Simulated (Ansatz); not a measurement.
Take a crystal in which N has been replaced by P on all its sites, with the cell rescaled by a rough guess (in some cases also distorted within its space group) and nothing relaxed:

```cif
data_structure
_symmetry_space_group_name_H-M 'P 1'
_symmetry_Int_Tables_number 1
_cell_length_a 3.2632
_cell_length_b 3.2632
_cell_length_c 3.2632
_cell_angle_alpha 60.000
_cell_angle_beta 60.000
_cell_angle_gamma 60.000
_cell_volume 24.57
loop_
_atom_site_label
_atom_site_type_symbol
_atom_site_fract_x
_atom_site_fract_y
_atom_site_fract_z
_atom_site_occupancy
Ga1 Ga 0.00000 0.00000 0.00000 1
P1 P 0.50000 0.50000 0.50000 1
```

All numbers below come from Ansatz, DFT r2SCAN, scalar-relativistic, plane waves, PAW.

Settings: cutoff 500 eV, Γ-centred mesh 16×16×16 on the computed 2-atom cell, Gaussian smearing of 0.10 eV; no spin polarisation.

Question: Will this cell want to expand or contract, and how hard?

Answer: The pressure is 60.6 GPa (positive in compression), so the cell would expand.

Question: Is it a metal on this mesh?

Answer: Yes, a band crosses the Fermi level.

Question: What is its energy against the elements in their standard states?

Answer: +0.613 eV/atom at this unrelaxed geometry, with the elements in the same functional.

This rock-salt form isn't the usual stable structure of the compound.